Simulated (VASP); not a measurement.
A run of VASP 6.6.1 is set up as follows.

File run.py:

```python
from ase.calculators.vasp import Vasp
from ase.dft.bandgap import bandgap
from ase.io import read

atoms = read('Zr.xyz')
calc = Vasp(
    directory='calc',
    xc='hse03',
    pp='PBE',
    setups='recommended',
    prec='Accurate',
    encut=520,
    ediff=1e-06,
    ismear=1,
    sigma=0.2,
    lreal=False,
    lasph=True,
    nelm=80,
    algo='Normal',
    isif=2,
    lwave=False,
    lcharg=True,
    precfock='Normal',
    ivdw=2,
    lelf=True,
    lvhar=True,
    kpts=[5, 5, 3],
    gamma=True,
    nbands=19,
)
atoms.calc = calc

print('energy (eV):', atoms.get_potential_energy())
print('free energy (eV):', atoms.get_potential_energy(force_consistent=True))
print('forces (eV/A):')
print(atoms.get_forces())
print('stress (eV/A^3, Voigt):', atoms.get_stress())
print('Fermi level (eV):', calc.get_fermi_level())
gap, top, bottom = bandgap(calc)
print('band gap (eV):', gap, 'from (spin, k, band)', top, 'to', bottom)
```

File Zr.xyz:

```xyz
2
Lattice="3.2320000000 0.0000000000 0.0000000000 -1.6160000000 2.7989941050 0.0000000000 0.0000000000 0.0000000000 5.1470000000" Properties=species:S:1:pos:R:3 pbc="T T T"
Zr     1.6160000002      0.9329980349      3.8602500000
Zr    -0.0000000002      1.8659960701      1.2867500000
```

Potentials or basis: VASP PAW PBE potentials, release 64 (Zr_sv).

The run is started by

```bash
$ python run.py
```

Problem. What does it give for the band gap on the k mesh?

Solution. None (metal or under the smearing width).

Problem. Predict the pressure.

Solution. -9.1 GPa.

Problem. What does it give for the dispersion energy per atom?

Solution. -1.072 eV.

Stress tensor (GPa, compression positive):
```
 -8.26   0.00   0.00
  0.00  -8.26   0.00
  0.00   0.00 -10.85
```

Caveat: the k mesh is coarse (spacing up to 0.45 Å⁻¹), so the values aren't converged, least of all with exact exchange; atom-pairwise D2, TS and ULG terms overbind metals; the PAW data sets were made with another functional, which shifts forces and pressure a little; pairwise dispersion overbinds metals, which lowers pressure and volume.
